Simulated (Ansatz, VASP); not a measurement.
**In: VASP beside Ansatz**

```xyz
1
Lattice="-1.6255 1.6255 2.4737 1.6255 -1.6255 2.4737 1.6255 1.6255 -2.4737" Properties=species:S:1:pos:R:3 pbc="T T T"
In    0.0000    0.0000    0.0000
```

Alike in both runs: task relaxation of cell and atoms; functional BLYP; dispersion D4; k mesh 11 × 11 × 11; occupations fermi-dirac, width 0.05 eV; no spin polarisation.

|  | VASP | Ansatz |
| --- | --- | --- |
| version | VASP 6.6.1 | Ansatz 0.2.0 |
| potentials or method | VASP PAW PBE potentials, release 64 (In_d) | Ansatz PAW |
| plane-wave cutoff (eV) | 600 | 420 |
| valence electrons in the cell | 13 | 13 |

Ansatz gave:

* gap on the k mesh at the Fermi level, each at its own relaxed structure (eV): none
* relaxed volume (Å³/atom): 27.79
* relaxed cell length with the largest relative difference (Å): 3.480
* energy change over the relaxation (meV/atom): -12

**Question.** What did VASP give for the same quantities?

**Answer.** gap on the k mesh at the Fermi level, each at its own relaxed structure (eV): none; relaxed volume (Å³/atom): 27.79; relaxed cell length with the largest relative difference (Å): 3.475; energy change over the relaxation (meV/atom): -12.

A gap of «none» marks a metal or a gap that the smearing closes.

Caveats: pairwise dispersion overbinds metals, which lowers pressure and volume; the PAW data sets were made with another functional, which shifts forces and pressure a little (VASP); the plane-wave basis is chosen anew once the cell has moved, so the energies of steps on either side of that aren't comparable (Ansatz); the PAW data sets come from PBE, with cores solved anew for the run's functional, which leaves a small shift of forces and pressure (Ansatz). Zero-point motion and thermal expansion aren't in these numbers.
